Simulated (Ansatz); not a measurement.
# ZrC (WC type): equation of state and elastic constants

How stiff is ZrC (WC type)? Energies and pressures are computed at volumes on both sides of the relaxed cell and fitted, then the elastic tensor. The start comes from a prototype table, not from a measured structure.

Method: DFT PBE, scalar-relativistic, plane waves, PAW, in Ansatz 0.2.0.

2 further runs of the same task are left out: 2 set aside as unsound or not needed.

## 1. The starting structure

The structure is hexagonal, space group P-6m2 (No. 187). Conventional cell: a = 3.270 Å, b = 3.270 Å, c = 2.940 Å, α = 90.00°, β = 90.00°, γ = 120.00°. Zr (site symmetry -6m2) has 6 C at 2.39 Å as nearest neighbours. C (site symmetry -6m2) is surrounded by 6 Zr at 2.39 Å.

Structure file:

```xyz
2
Lattice="3.2695 0.0000 0.0000 -1.6348 2.8315 0.0000 0.0000 0.0000 2.9397" Properties=species:S:1:pos:R:3 pbc="T T T"
Zr    0.0000    0.0000    0.0000
C     1.6348    0.9438    1.4699
```

An earlier run at PBE left this cell at 13.608 Å³/atom and 0.00 GPa (12×12×12 mesh).

Volume factors to run: 0.980, 1.020, 0.960, 1.040, 1.070, 1.100, 0.945.

## 2. Volume × 0.980

input.yaml reads:

```yaml
crystal:
  lattice:
    - [3.247588912, 0.0, 0.0]
    - [-1.623794456, 2.8124944988, 0.0]
    - [0.0, 0.0, 2.9200040199]
  atoms:
    - { symbol: Zr, position: [0.0, 0.0, 0.0] }
    - { symbol: C, position: [0.6666666667, 0.3333333333, 0.5] }
basis:
  ecutwfc: 420
  ecutrho_ratio: 4
kpoints:
  mp_grid: { grid: [12, 12, 12] }
hamiltonian:
  xc: pbe
scf:
  occupations: { method: gaussian, width: 0.05 }
output:
  forces: true
  stress: true
  eigenvalues: true
relax:
  f_tol: 0.01
  max_steps: 40
  cell: { stress_tol: 0.1, fix: [volume] }
```

On the command line:

```
ansatz run input.yaml --threads 2 --pin off --max-ram 2662MiB --backend cpu --events-out ev --progress --plain --runs-dir out
```

After this run come: Scaling the volume by 1.020; At 0.960 of the relaxed volume; Scaling the volume by 1.040; Volume × 1.070; Volume × 1.100; Volume × 0.945; Elastic constants, atoms relaxed.

**Question.** What will these runs give? Wanted: V0; B0; B0′; scatter of the fit; C11, C12, C44.

As calculated:

| quantity | value |
| --- | --- |
| V0 | 13.607 Å³/atom |
| B0 | 184 GPa |
| B0′ | 4.0 |
| scatter of the fit | 0.008 meV/atom |
| C11, C12, C44 | 308, 112, -67 GPa |

A third-order Birch–Murnaghan fit puts the minimum at 13.61 Å³/atom with a bulk modulus of 184 GPa. One per cent of compression takes about 1.8 GPa. The tensor has a negative eigenvalue (-67 GPa), so the cell is mechanically unstable at this level. These are values at 0 K without zero-point motion.
